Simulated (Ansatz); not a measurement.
## CdI2, one structure, two calculations

Cell: a computed structure from the Materials Project (it need not be an observed phase), taken as it stands.

```cif
data_structure
_symmetry_space_group_name_H-M 'P 1'
_symmetry_Int_Tables_number 1
_cell_length_a 4.2894
_cell_length_b 4.2894
_cell_length_c 36.3728
_cell_angle_alpha 90.000
_cell_angle_beta 90.000
_cell_angle_gamma 120.000
_cell_volume 579.55
loop_
_atom_site_label
_atom_site_type_symbol
_atom_site_fract_x
_atom_site_fract_y
_atom_site_fract_z
_atom_site_occupancy
Cd1 Cd 0.66667 0.33333 0.80015 1
Cd2 Cd 0.00000 0.00000 0.40006 1
Cd3 Cd 0.33333 0.66667 0.19985 1
Cd4 Cd 0.00000 0.00000 0.59994 1
Cd5 Cd 0.00000 0.00000 0.00000 1
I6 I 0.66667 0.33333 0.95268 1
I7 I 0.33333 0.66667 0.04732 1
I8 I 0.66667 0.33333 0.15256 1
I9 I 0.33333 0.66667 0.44731 1
I10 I 0.33333 0.66667 0.84744 1
I11 I 0.66667 0.33333 0.35268 1
I12 I 0.00000 0.00000 0.75280 1
I13 I 0.33333 0.66667 0.64732 1
I14 I 0.66667 0.33333 0.55269 1
I15 I 0.00000 0.00000 0.24720 1
```

Atoms are numbered from 1 in the order listed; like atoms form one site, named after its first atom.

First run. Method: Kohn–Sham DFT in Ansatz, PBE, plane waves and PAW, scalar-relativistic, 420 eV cutoff, Γ-centred 8×8×1 k-points, Fermi–Dirac smearing 0.02 eV.

```tsv
site	atom	V_zz (10²¹ V/m²)	η
Cd1	1	0.13	0.00
Cd2	2	0.13	0.00
I6	6	-5.95	0.00
I8	8	-6.13	0.00
I9	9	-6.13	0.00
I11	11	-6.04	0.00
I12	12	-5.98	0.00
```

Second run. The same atoms and settings, except that spin–orbit coupling is included (fully relativistic PAW files).

Question: What does the second run give?

Answer: 

| site | atom | V_zz | η | change of V_zz |
| --- | --- | --- | --- | --- |
| Cd1 | 1 | 0.20 | 0.00 | +0.07 |
| Cd2 | 2 | 0.20 | 0.00 | +0.07 |
| I6 | 6 | -5.96 | 0.00 | -0.01 |
| I8 | 8 | -6.14 | 0.00 | -0.01 |
| I9 | 9 | -6.14 | 0.00 | -0.01 |
| I11 | 11 | -6.05 | 0.00 | -0.01 |
| I12 | 12 | -5.98 | 0.00 | 0.00 |

The largest change of V_zz is on Cd1, from 0.13 to 0.20.
